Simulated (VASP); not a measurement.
# Cd (Fm-3m) in VASP: a series of runs

One crystal, Cd, is run at these levels: PBE+D3(BJ), BLYP+D4, BLYP+D3(BJ), PBE; tasks: single point.

All numbers are computed with VASP 6.6.1; they aren't measurements. Logs are shortened: lines on timing, memory, paths and dates and some standing lists are left out, and cuts for length are marked.

## Step 1: The crystal as given

The structure is cubic, space group Fm-3m (No. 225). The conventional cell has a = 4.436 Å, b = 4.436 Å, c = 4.436 Å, α = 90.00°, β = 90.00°, γ = 90.00°. Cd (site symmetry m-3m) is surrounded by 12 Cd at 3.14 Å.

This isn't the form of Cd at room conditions, which is hcp.

## Step 2: Single point, PBE+D3(BJ) (cell strained at random at fixed volume)

Input file INCAR:

```
SYSTEM = Cd
PREC = Accurate
ENCUT = 520
EDIFF = 1E-6
ISMEAR = 1
SIGMA = 0.01
LREAL = .False.
LASPH = .True.
NELM = 60
ALGO = Fast
ISIF = 2
LWAVE = .False.
LCHARG = .False.
GGA = PE
IVDW = 12
NBANDS = 12
```

Input file KPOINTS:

```
regular mesh
0
Gamma
  10 10 10
  0 0 0
```

Input file POSCAR:

```
Cd
1.0
   -0.0239640000      2.2726000000      2.2006550000
    2.2249750000      0.0139780000      2.1627130000
    2.2231780000      2.2328610000      0.0157750000
Cd
1
Direct
    0.0000000000      0.0000000000      0.0000000000
```

Potentials or basis: VASP PAW PBE potentials, release 64 (Cd).

Run with:

```console
> cat potpaw_PBE.64/Cd/POTCAR > POTCAR
> mpirun -np 1 vasp_std > vasp.out
```

OUTCAR:

```text
SYSTEM = Cd
   PREC = Accurate
   ENCUT = 520
   EDIFF = 1E-6
   ISMEAR = 1
   LREAL = .False.
   LASPH = .True.
   NELM = 60
   ISIF = 2
   GGA = PE
   IVDW = 12
 IVDW          = 12

 ion  position               nearest neighbor table
   1  0.000  0.000  0.000-

  LATTYP: Found a triclinic cell.
 ALAT       =     3.1029077742
 B/A-ratio  =     1.4413081076
 C/A-ratio  =     0.9950412722
 COS(alpha) =     0.0012750338
 COS(beta)  =     0.4818425752
 COS(gamma) =     0.7135599132

  Lattice vectors:

 A1 = (  -2.2249750000,  -0.0139780000,  -2.1627130000)
 A2 = (  -4.4721170000,   0.0257610000,   0.0221670000)
 A3 = (  -0.0017970000,   2.2188830000,  -2.1469380000)

Analysis of symmetry for initial positions (statically):
=====================================================================
 Subroutine PRICEL returns:
 Original cell was already a primitive cell.

 Routine SETGRP: Setting up the symmetry group for a
 triclinic supercell.

 Subroutine GETGRP returns: Found  2 space group operations
 (whereof  2 operations were pure point group operations)
 out of a pool of  2 trial point group operations.

The static configuration has the point symmetry S_2 .

Analysis of symmetry for dynamics (positions and initial velocities):
=====================================================================
 Subroutine PRICEL returns:
 Original cell was already a primitive cell.

 Routine SETGRP: Setting up the symmetry group for a
 triclinic supercell.

 Subroutine GETGRP returns: Found  2 space group operations
 (whereof  2 operations were pure point group operations)
 out of a pool of  2 trial point group operations.

The dynamic configuration has the point symmetry S_2 .

 Subroutine INISYM returns: Found  2 space group operations
 (whereof  2 operations are pure point group operations),
 and found     1 'primitive' translations

----------------------------------------------------------------------------------------

                                     Primitive cell

  volume of cell :      21.8274

  direct lattice vectors                    reciprocal lattice vectors
    -0.023964000  2.272600000  2.200655000    -0.221227008  0.218669674  0.226182576
     2.224975000  0.013978000  2.162713000     0.223475987 -0.224159501  0.233921383
     2.223178000  2.232861000  0.015775000     0.223765272  0.226697766 -0.231672403

  length of vectors
     3.163568786  3.102907774  3.150942322     0.384598976  0.393583806  0.393871650

  position of ions in fractional coordinates (direct lattice)
     0.000000000  0.000000000  0.000000000

  ion indices of the primitive-cell ions
   primitive index   ion index
                 1           1

----------------------------------------------------------------------------------------

 KPOINTS: regular mesh

Automatic generation of k-mesh.
 Grid dimensions read from file:
 generate k-points for:   10   10   10

 Generating k-lattice:

  Cartesian coordinates                     Fractional coordinates (reciprocal lattice)
    -0.022122701  0.021866967  0.022618258     0.100000000  0.000000000  0.000000000
     0.022347599 -0.022415950  0.023392138     0.000000000  0.100000000  0.000000000
     0.022376527  0.022669777 -0.023167240     0.000000000  0.000000000  0.100000000

  Length of vectors
     0.038459898  0.039358381  0.039387165

  Shift w.r.t. Gamma in fractional coordinates (k-lattice)
     0.000000000  0.000000000  0.000000000

 Subroutine IBZKPT returns following result:
 ===========================================

 Found    504 irreducible k-points:

 Following reciprocal coordinates:
            Coordinates               Weight
  0.000000  0.000000  0.000000      1.000000
  0.100000  0.000000 -0.000000      2.000000
  0.200000  0.000000 -0.000000      2.000000
  0.300000  0.000000  0.000000      2.000000
  0.400000  0.000000  0.000000      2.000000
  0.500000  0.000000  0.000000      1.000000
[... 16 lines left out ...]
 -0.400000  0.200000 -0.000000      2.000000
 -0.300000  0.200000 -0.000000      2.000000
 [... further k-points ...]
   k-points           NKPTS =    504   k-points in BZ     NKDIM =    504   number of bands    NBANDS=     12
   number of dos      NEDOS =    301   number of ions     NIONS =      1
   total plane-waves  NPLWV =  13824
   dimension x,y,z NGX =    24 NGY =   24 NGZ =   24
   dimension x,y,z NGXF=    48 NGYF=   48 NGZF=   48
   ions per type =               1
   NGX,Y,Z   is equivalent  to a cutoff of  12.61, 12.86, 12.66 a.u.
   NGXF,Y,Z  is equivalent  to a cutoff of  25.22, 25.72, 25.33 a.u.
 SYSTEM =  Cd
   PREC   = accura    normal or accurate (medium, high low for compatibility)
   ISTART =      0    job   : 0-new  1-cont  2-samecut
   ICHARG =      2    charge: 1-file 2-atom 10-const
   ISPIN  =      1    spin polarized calculation?
   LNONCOLLINEAR =      F non collinear calculations
   LSORBIT =      F    spin-orbit coupling
   LASPH  =      T    aspherical Exc in radial PAW
   ENCUT  =  520.0 eV  38.22 Ry    6.18 a.u.   5.88  5.77  5.86*2*pi/ulx,y,z
   NELM   =     60;   NELMIN=  2; NELMDL= -5     # of ELM steps
   EDIFF  = 0.1E-05   stopping-criterion for ELM
   LREAL  =      F    real-space projection
   EDIFFG = 0.1E-04   stopping-criterion for IOM
   NSW    =      0    number of steps for IOM
   IBRION =     -1    ionic relax: 0-MD 1-quasi-New 2-CG
   NFREE  =      0    steps in history (QN), initial steepest desc. (CG)
   ISIF   =      2    stress and relaxation
   ISYM   =      2    0-nonsym 1-usesym 2-fastsym
   POTIM  = 0.5000    time-step for ionic-motion
   TEBEG  =    0.0;   TEEND  =   0.0 temperature during run
   PSTRESS=    0.0 pullay stress
   NELECT =      12.0000    total number of electrons
   NUPDOWN=      -1.0000    fix difference up-down
   EMIN   =  10.00;   EMAX   =-10.00  energy-range for DOS
   EFERMI =   0.00;   METHOD = LEGACY
   ISMEAR =     1;   SIGMA  =   0.01  broadening in eV -4-tet -1-fermi 0-gaus
   EFERMI_NEDOS =   21; number of points for ismear=-14 and -15
   IALGO  =     68    algorithm
   IMIX   =      4    mixing-type and parameters
     AMIX     =   0.40;   BMIX     =  1.00
     AMIX_MAG =   1.60;   BMIX_MAG =  1.00
  volume/ion in A,a.u.               =      21.83       147.30
  Fermi-wavevector in a.u.,A,eV,Ry     =   1.341120  2.534350 24.471486  1.798603
  Thomas-Fermi vector in A             =   2.469379
   LORBIT       =      0    0 simple, 1 ext, 2 COOP (PROOUT), +10 PAW based schemes
   GGA     = PE    functional components
   LHFCALC =     F    Hartree Fock is set to
   AEXX    =    0.0000 exact exchange contribution
   IVDW    =    12    specifies the selected vdW correction
   LEPSILON=     F    determine dielectric tensor
   LRPA    =     F    only Hartree local field effects (RPA)
 non-spin polarized calculation
 RMM-DIIS sequential band-by-band and
 Methfessel and Paxton  Order N= 1 SIGMA  =   0.01
  energy-cutoff  :      520.00
  volume of cell :       21.83
 maximum number of plane-waves:       598
   NGX = 11   NGY = 11   NGZ = 11

 number of electron      12.0000001 magnetization

 Free energy of the ion-electron system (eV)
  ---------------------------------------------------
  ext. energy  EPLUGINS =         0.00000000
  ---------------------------------------------------
  free energy    TOTEN  =        -0.73198924 eV

  energy without entropy =       -0.73198430  energy(sigma->0) =       -0.73198759

 E-fermi :   2.9401     XC(G=0): -10.9861

 val. band max:        2.9355183865   @ k =   0.4000  -0.2000   0.4000
 cond. band min:       2.9447330792   @ k =  -0.2000   0.4000   0.4000
 fundamental gap:      0.0092146927
 Fermi energy:         2.9401008063

 k-point     1 :       0.0000    0.0000    0.0000
  band No.  band energies     occupation
      1      -6.3658      2.00000
      2      -6.3212      2.00000
      3      -6.2255      2.00000
      4      -5.9478      2.00000
      5      -5.8917      2.00000
      6      -5.8032      2.00000
      7      16.5601      0.00000
      8      17.4089      0.00000
      9      17.9738      0.00000
     10      18.2291      0.00000
     11      20.6587      0.00000
     12      21.2582      0.00000

 k-point     2 :       0.1000    0.0000   -0.0000
  band No.  band energies     occupation
      1      -6.3948      2.00000
      2      -6.2930      2.00000
      3      -6.2005      2.00000
      4      -5.8885      2.00000
      5      -5.8097      2.00000
      6      -5.6785      2.00000
      7      14.2070      0.00000
      8      17.0849      0.00000
      9      17.6350      0.00000
     10      17.8696      0.00000
     11      21.5546      0.00000
     12      21.9270      0.00000

 k-point     3 :       0.2000    0.0000   -0.0000
  band No.  band energies     occupation
      1      -6.5039      2.00000
      2      -6.2578      2.00000
      3      -6.1589      2.00000
      4      -5.8335      2.00000
      5      -5.7878      2.00000
      6      -4.8518      2.00000
      7      10.4840      0.00000
      8      16.7160      0.00000
      9      17.0146      0.00000
     10      17.3887      0.00000
     11      21.0248      0.00000
     12      21.4647      0.00000
[... 286 lines left out ...]
 k-point    23 :      -0.4000    0.2000   -0.0000
  band No.  band energies     occupation
      1      -6.5784      2.00000
      2      -6.3092      2.00000
      3      -6.0710      2.00000
      4      -5.8818      2.00000
      5      -5.5630      2.00000
      6       0.8387      2.00000
      7       2.8275      2.00000
      8      10.2679      0.00000
      9      13.2362      0.00000
     10      15.0168      0.00000
     11      22.4560      0.00000
     12      22.6200      0.00000

 k-point    24 :      -0.3000    0.2000   -0.0000
  band No.  band energies     occupation
      1      -6.4676      2.00000
      2      -6.3085      2.00000
      3      -6.0558      2.00000
      4      -5.8741      2.00000
      5      -5.7556      2.00000
      6      -1.3030      2.00000
      7       5.7837      0.00000
      8       9.7844      0.00000
      9      14.6071      0.00000
     10      15.7455      0.00000
     11      21.6040      0.00000
     12      22.2944      0.00000

 [... further k-points ...]

------------------------ aborting loop because EDIFF is reached ----------------------------------------

 Edisp (eV)   -0.43810

 E8    (eV) :    -0.1943

  FORCE on cell =-STRESS in cart. coord.  units (eV):
  Direction    XX          YY          ZZ          XY          YZ          ZX
  --------------------------------------------------------------------------------------
  -------------------------------------------------------------------------------------
  Total      -0.19387    -0.10154    -0.00293    -0.11210     0.05685     0.01646
  in kB     -14.23017    -7.45352    -0.21514    -8.22847     4.17263     1.20838
  external pressure =       -7.30 kB  Pullay stress =        0.00 kB

 VOLUME and BASIS-vectors are now :
 -----------------------------------------------------------------------------
  energy-cutoff  :      520.00
  volume of cell :       21.83
      direct lattice vectors                 reciprocal lattice vectors
    -0.023964000  2.272600000  2.200655000    -0.221227008  0.218669674  0.226182576
     2.224975000  0.013978000  2.162713000     0.223475987 -0.224159501  0.233921383
     2.223178000  2.232861000  0.015775000     0.223765272  0.226697766 -0.231672403

 POSITION                                       TOTAL-FORCE (eV/Angst)
 -----------------------------------------------------------------------------------
      0.00000      0.00000      0.00000         0.000000      0.000000      0.000000
 -----------------------------------------------------------------------------------
    total drift:                                0.000000      0.000000     -0.000000

  FREE ENERGIE OF THE ION-ELECTRON SYSTEM (eV)
  ---------------------------------------------------
  free  energy   TOTEN  =        -1.1700894003 eV

  energy  without entropy=       -1.1700844628  energy(sigma->0) =       -1.17008775
```

Run time: 61 s. Hardware: 1 thread of Intel Xeon Platinum 8259CL at 2.50GHz (Skylake/Cascade Lake), shared host; peak memory 0.25 GiB.

Results:

```
Free energy                : -1.1701 eV
Pressure                   : -0.7 GPa
Band gap on the k mesh     : none (metal or under the smearing width)
Dispersion energy per atom : -0.438 eV
```

Caveat: pairwise dispersion overbinds metals, which lowers pressure and volume.

## Step 3: Single point, BLYP+D4, collinear spin, typed start

Input file INCAR:

```
SYSTEM = Cd
  PREC = Accurate
  ENCUT = 520
  EDIFF = 1E-7
  ISMEAR = -1
  SIGMA = 0.025
  LREAL = .False.
  LASPH = .True.
  NELM = 150
  ALGO = Normal
  ISIF = 2
  LWAVE = .False.
  LCHARG = .False.
  ISPIN = 2
  MAGMOM = 0.5
  LORBIT = 11
  GGA = B5
  ALDAX = 1.0
  AGGAX = 1.0
  AGGAC = 1.0
  ALDAC = 0.0
  IVDW = 13
  VDW_S6 = 1.0
  VDW_S8 = 2.34076671
  VDW_A1 = 0.44488865
  VDW_A2 = 4.0933009
  NBANDS = 16
```

Input file KPOINTS:

```
Automatic mesh
0
Gamma
  10 10 10
  0 0 0
```

Input file POSCAR:

```
Cd
1.0
    0.0000000000      2.2181497500      2.2181497500
    2.2181497500      0.0000000000      2.2181497500
    2.2181497500      2.2181497500      0.0000000000
Cd
1
Direct
    0.0000000000      0.0000000000      0.0000000000
```

Potentials or basis: VASP PAW PBE potentials, release 64 (Cd).

Run with:

```console
> cat potpaw_PBE.64/Cd/POTCAR > POTCAR
> mpirun -np 1 vasp_std > vasp.out
```

Run time: 26 s. Hardware: 1 thread of Intel Xeon Platinum 8259CL at 2.50GHz (Skylake/Cascade Lake), shared host; peak memory 0.16 GiB.

Results (log left out):

```yaml
Free_energy: -0.8059 eV
Pressure: 2.2 GPa
Band_gap_on_the_k_mesh: none (metal or under the smearing width)
Net_moment: 0.00 μB per cell
Valence_electrons_inside_the_program's_atomic_spheres: Cd 10.35
Dispersion_energy_per_atom: -0.766 eV
```

Levels at points of the mesh, in eV from the Fermi level:
Spin up:
```
           k point  band 2  band 3  band 4  band 5  band 6  band 7  band 8  band 9  band 10  band 11
(0.00, 0.00, 0.00)   -9.34   -9.34   -8.89   -8.89   -8.86   14.11   14.75   14.75    14.75    18.34
(0.50, 0.00, 0.00)   -9.34   -9.34   -8.52   -8.52   -2.28   -1.51   12.26   12.26    13.30    16.50
(0.50, 0.50, 0.00)   -9.89   -8.54   -8.42   -8.42   -0.83    1.20    6.64    6.64    11.22    11.26
```
Spin down:
```tsv
k point	band 4	band 5	band 6	band 7	band 8	band 9
(0.00, 0.00, 0.00)	-8.89	-8.89	-8.86	14.11	14.75	14.75
(0.50, 0.00, 0.00)	-8.52	-8.52	-2.28	-1.51	12.26	12.26
(0.50, 0.50, 0.00)	-8.42	-8.42	-0.83	1.20	6.64	6.64
```

Caveat: the PAW data sets were made with another functional, which shifts forces and pressure a little; pairwise dispersion overbinds metals, which lowers pressure and volume.

(Part 1 of 2 ends here.)
